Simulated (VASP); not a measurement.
Set up this calculation in VASP 6.6.1, as the native input.

```
Task                   : band structure
Functional             : PBEsol
Potentials or basis    : VASP PAW PBE potentials, release 64 (Sn_d)
Cutoff                 : 520 eV
k mesh                 : 6 × 6 × 6
Occupations            : gaussian, width 0.03 eV
Spin                   : spin-orbit coupling, no magnetisation
Further INCAR settings : ALGO = Normal; EDIFF = 1e-06; NBANDS = 42
```

The structure of Sn lies in POSCAR:

```
Sn                                      
1.0
    0.0000000000      3.2685833775      3.2685833775
    3.2685833775      0.0000000000      3.2685833775
    3.2685833775      3.2685833775      0.0000000000
  Sn            
     2
Direct
     0.0000000000000000    0.0000000000000000    0.0000000000000000
     0.2500000000000000    0.2500000000000000    0.2500000000000000
```

The cell was built by a generator and needn't be a form met in nature.

One way to write it, as run:

INCAR

```
SYSTEM = Sn
ALGO = Normal ; EDIFF = 1E-6
ENCUT = 520 ; GGA = PS
GGA_COMPAT = .FALSE. ; ISIF = 2
ISMEAR = 0 ; LASPH = .TRUE.
LCHARG = .FALSE. ; LORBIT = 11
LREAL = .FALSE. ; LSORBIT = .TRUE.
LWAVE = .FALSE. ; MAGMOM = 0 0 0 0 0 0
NBANDS = 42 ; NELM = 80
PREC = Accurate ; SIGMA = 0.03
```

KPOINTS

```
k-points
0
G
  6 6 6
  0 0 0
```

KPOINTS_OPT

```
explicit points
209
Reciprocal
 0.0000000000  0.0000000000  0.0000000000 1
 0.0263157895  0.0000000000  0.0263157895 1
 0.0526315789  0.0000000000  0.0526315789 1
 0.0789473684  0.0000000000  0.0789473684 1
 0.1052631579  0.0000000000  0.1052631579 1
 0.1315789474  0.0000000000  0.1315789474 1
[... 201 lines left out ...]
 0.4250000000  0.0000000000  0.4250000000 1
 0.4500000000  0.0000000000  0.4500000000 1
```

Potentials or basis: VASP PAW PBE potentials, release 64 (Sn_d).

Run with:

```console
$ cat potpaw_PBE.64/Sn_d/POTCAR > POTCAR
$ mpirun -np 1 vasp_ncl > vasp.out
```

It gave:

The pressure is 0.1 GPa and the valence electrons inside the program's atomic spheres are Sn 12.32.

Caveat: the PAW data sets were made with another functional, which shifts forces and pressure a little.

Run time: 6.6 min on 1 thread of Intel(R) Xeon(R) 6975P-C (Granite Rapids) (shared host), peak memory 0.39 GiB.
